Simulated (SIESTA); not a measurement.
The system is SrCl2.

```xyz
3
Lattice="0.0000 3.4884 3.4884 3.4884 0.0000 3.4884 3.4884 3.4884 0.0000" Properties=species:S:1:pos:R:3 pbc="T T T"
Sr    0.0000    0.0000    0.0000
Cl    5.2325    5.2325    5.2325
Cl    1.7442    1.7442    1.7442
```

Base run:

- Program: SIESTA 5.4.2
- Functional: PBEsol
- Potentials or basis: PseudoDojo 0.4 standard (PBEsol files)
- Basis: DZP (energy shift 0.003 Ry; two zetas on semicore shells; d shell added on Sr)
- Grid cutoff: 800 Ry
- Energy shift: 0.003 Ry
- k mesh: 7 × 7 × 7
- Occupations: fermi-dirac, width 0.05 eV
- Spin: no spin polarisation

Its results: band gap on the k mesh 5.32 eV, indirect (least direct gap 5.63 eV); pressure -0.8 GPa.

**Question.** The run is repeated on the same cell with these changes: functional from PBEsol to PBE; potentials or basis from PseudoDojo 0.4 standard (PBEsol files) to PseudoDojo 0.4 standard (PBE files). What comes out?

**Answer.** Band gap on the k mesh 5.50 eV, indirect (least direct gap 5.80 eV); pressure 1.2 GPa.

Caveats: the basis of atomic orbitals isn't converged, which shifts pressures, moduli and gaps; the basis holds too few empty states to meet the f-sum rule, so the spectrum is short of weight at high energy (some runs); an odd mesh through Γ misses points on the zone boundary, where band edges often lie (some runs).
